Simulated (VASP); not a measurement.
A run of VASP 6.6.1:

Contents of INCAR:

```
PREC = Accurate ; ENCUT = 700
EDIFF = 1E-7 ; ISMEAR = 0
SIGMA = 0.02 ; LREAL = False
LASPH = True ; NELM = 100
ALGO = Fast ; ISIF = 3
LWAVE = False ; LCHARG = False
GGA = PE ; IBRION = 2
NSW = 80 ; EDIFFG = -0.002
```

KPOINTS

```
regular mesh
0
Gamma
  12 12 12
```

Contents of POSCAR:

```
AlN
1.0
    0.0000000000      2.1839935600      2.1839935600
    2.1839935600      0.0000000000      2.1839935600
    2.1839935600      2.1839935600      0.0000000000
Al N
1 1
Direct
    0.0000000000      0.0000000000      0.0000000000
    0.7500000000      0.7500000000      0.7500000000
```

Potentials or basis: VASP PAW PBE potentials, release 64 (Al, N).

Run with:

```console
$ cat potpaw_PBE.64/Al/POTCAR potpaw_PBE.64/N/POTCAR > POTCAR
$ mpirun -np 1 vasp_std > vasp.out
```

Hardware: 1 thread of Intel(R) Xeon(R) 6975P-C (Granite Rapids), with other jobs on the host.

Question: Estimate the wall time of this run.

Answer: Wall time 20 s on 1 thread of Intel(R) Xeon(R) 6975P-C (Granite Rapids) (shared host), peak memory 0.16 GiB. Counts: scf iterations 32, k points 72, ion steps 3.
